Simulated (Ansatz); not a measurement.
Input for Ansatz (plane-wave DFT, PAW):

```yaml
crystal:
  lattice:
    - [0.0, 3.1230009549, 3.1230009549]
    - [3.1230009549, 0.0, 3.1230009549]
    - [3.1230009549, 3.1230009549, 0.0]
  atoms:
    - { symbol: Ba, position: [0.0, 0.0, 0.0] }
    - { symbol: F, position: [0.25, 0.25, 0.25] }
    - { symbol: F, position: [0.75, 0.75, 0.75] }
basis:
  ecutwfc: 420
kpoints:
  mp_grid: { grid: [6, 6, 6] }
hamiltonian:
  xc: pbe
scf:
  occupations: { method: gaussian, width: 0.02 }
output:
  forces: false
  stress: false
  eigenvalues: true
  eigenstates:
    kpoints:
      - [0.0, 0.229167, -0.229167]
      - [0.0, 0.239107821, -0.219226179]
      - [0.0, 0.219226179, -0.239107821]
      - [0.009940821, 0.229167, -0.219226179]
      - [-0.009940821, 0.229167, -0.239107821]
      - [0.009940821, 0.239107821, -0.229167]
      - [-0.009940821, 0.219226179, -0.229167]
      - [0.007029222, 0.236196222, -0.215108556]
      - [-0.007029222, 0.222137778, -0.243225444]
      - [0.007029222, 0.243225444, -0.222137778]
      - [-0.007029222, 0.215108556, -0.236196222]
      - [0.014058444, 0.236196222, -0.222137778]
      - [-0.014058444, 0.222137778, -0.236196222]
      - [0.011478671, 0.240645671, -0.217688329]
      - [-0.011478671, 0.217688329, -0.240645671]
      - [0.0, 0.0, 0.0]
      - [0.0, 0.009940821, 0.009940821]
      - [0.0, -0.009940821, -0.009940821]
      - [0.009940821, 0.0, 0.009940821]
      - [-0.009940821, 0.0, -0.009940821]
      - [0.009940821, 0.009940821, 0.0]
      - [-0.009940821, -0.009940821, 0.0]
      - [0.007029222, 0.007029222, 0.014058444]
      - [-0.007029222, -0.007029222, -0.014058444]
      - [0.007029222, 0.014058444, 0.007029222]
      - [-0.007029222, -0.014058444, -0.007029222]
      - [0.014058444, 0.007029222, 0.007029222]
      - [-0.014058444, -0.007029222, -0.007029222]
      - [0.011478671, 0.011478671, 0.011478671]
      - [-0.011478671, -0.011478671, -0.011478671]
    e_range: [-8.217762, 8.217762]
magnetization:
  noncollinear: true
  spin_orbit: true
checkpoint:
  read: start.run
  write: ck
  compress: false
  write_wavefunctions: false
  write_every: 100000
```

Launched with
```bash
ansatz run input.yaml --threads 1 --pin off --max-ram 2560MiB --backend cpu --events-out ev --progress --plain --runs-dir out
```

These are results of DFT PBE, spin-orbit coupling, plane waves, PAW in Ansatz, not measurements.

Part of what the program printed, abridged (iterations and final results):

```
SCF iter   1: F=—  HF=-7577.174891 eV  |F-HF|=—  |Δ(HF+E_count)|=         —  Δρ=6.89e-6  dr2=2.25e-8  dr2_m=0.00e0 (ungated) ethr=1.61e-6  |M|=0.00e0 ∫|m|=0.00e0 μB  |m|>n=0.0e0 m-floor=0.0e0 τ_xc=0.0e0  β_m=0.30  ⟨swp⟩=3.3  Hψ=2324  notcnv=0
SCF iter   2: F=—  HF=-7577.174890 eV  |F-HF|=—  |Δ(HF+E_count)|=   9.68e-8  Δρ=2.57e-6  dr2=1.42e-9  dr2_m=0.00e0 (ungated) ethr=9.37e-11  |M|=0.00e0 ∫|m|=0.00e0 μB  |m|>n=0.0e0 m-floor=0.0e0 τ_xc=0.0e0  β_m=0.33  ⟨swp⟩=6.3  Hψ=1131  notcnv=0
SCF iter   3: F=-7577.174890 eV  HF=-7577.174890 eV  |F-HF|=1.86e-9  |Δ(HF+E_count)|=   2.60e-9  Δρ=1.70e-6  dr2=4.93e-10  dr2_m=0.00e0 (ungated) ethr=5.93e-12  |M|=0.00e0 ∫|m|=0.00e0 μB  |m|>n=0.0e0 m-floor=0.0e0 τ_xc=0.0e0  ⟨swp⟩=1.0  Hψ=759  notcnv=0
SCF 1 converged in 3 iterations: F = -7577.174890 eV  dr2 = 4.93e-10
SCF converged after 3 iterations
Magnetization: |M| = 0.0000 μB, M = (+0.0000, +0.0000, +0.0000) μB
Absolute magnetization: 0.0000 μB (∫|m|)
  site 0: m = (+0.0000, +0.0000, +0.0000) μB, |m| = 0.0000 μB  (R = 1.12 Å)
  site 1: m = (+0.0000, +0.0000, +0.0000) μB, |m| = 0.0000 μB  (R = 1.12 Å)
  site 2: m = (+0.0000, +0.0000, +0.0000) μB, |m| = 0.0000 μB  (R = 1.12 Å)
Free energy (F): -7577.174890 eV
Harris-Foulkes:  -7577.174890 eV  (|F-HF|=1.86e-9)
Internal energy: -7577.174890 eV  (E = F + TS)
E sigma→0 (E₀):  -7577.174890 eV
Fermi energy:    6.291836 eV
--- Per-component energies (eV) ---
  E_band       = -106.941831
  E_kinetic    = 583.165305
  E_local      = -1565.907935  (includes V_loc(G=0)·N_el)
  E_nonlocal   = 203.386945
  E_hartree    = 591.508475
  E_xc         = -329.887099
  E_vxc        = -342.859025  (∫ρ·V_xc dr)
  E_paw        = -5631.078478  (= ΣΔE_a)
  E_vpaw       = -167.748212  (= ΣTr[D̂ρ^β])
  E_aug_tail   = 0.004121  (compensation charges beyond the density's cutoff)
  E_ewald      = -1428.366224
  E_smearing   =  0.000000  (= −TS)
--- Band table (eV; the first three rows and the last of 16) ---
  k-point 0: bands = ["-20.0825", "-20.0825", "-15.9710", "-15.9710", "-15.9310", "-15.9310", "-6.3951", "-6.3951", "-4.3540", "-4.3540", "-4.3540", "-4.3540", "1.4881", "1.4881", "1.5303", "1.5303", "1.5303", "1.5303", "2.7601", "2.7601", "2.8845", "2.8845", "2.8845", "2.8845", "9.6597", "9.6597", "12.1157", "12.1157", "12.1157", "12.1157", "14.1887", "14.1887"]
  k-point 1: bands = ["-20.0367", "-20.0367", "-16.0012", "-16.0012", "-15.9815", "-15.9815", "-6.4202", "-6.4202", "-4.4079", "-4.4079", "-4.3984", "-4.3984", "1.6046", "1.6046", "1.6390", "1.6390", "1.7769", "1.7769", "2.6507", "2.6507", "2.7895", "2.7895", "2.8570", "2.8570", "10.2427", "10.2427", "12.0872", "12.0872", "12.0885", "12.0885", "13.8814", "13.8814"]
  k-point 2: bands = ["-19.9403", "-19.9403", "-16.1257", "-16.1257", "-16.0237", "-16.0237", "-6.4673", "-6.4673", "-4.5039", "-4.5039", "-4.4835", "-4.4835", "1.8017", "1.8017", "1.8368", "1.8368", "2.2940", "2.2940", "2.4089", "2.4089", "2.7112", "2.7112", "2.8246", "2.8246", "11.3129", "11.3129", "12.0758", "12.0758", "12.0829", "12.0829", "13.1669", "13.1669"]
  k-point 15: bands = ["-19.8218", "-19.8218", "-16.2189", "-16.2189", "-16.1288", "-16.1288", "-6.5312", "-6.5312", "-4.7163", "-4.7163", "-4.4591", "-4.4591", "1.6707", "1.6707", "2.3833", "2.3833", "2.5759", "2.5759", "2.6283", "2.6283", "2.6468", "2.6468", "2.7582", "2.7582", "10.3856", "10.3856", "12.2696", "12.2696", "12.8802", "12.8802", "13.3852", "13.3852"]
```

Self-consistency was reached.

Time: 18 s on 1 thread of Arm Neoverse V2 (shared host), peak memory 0.39 GiB.

The run starts from the saved density of an earlier one, so iterations and time are fewer than from atoms.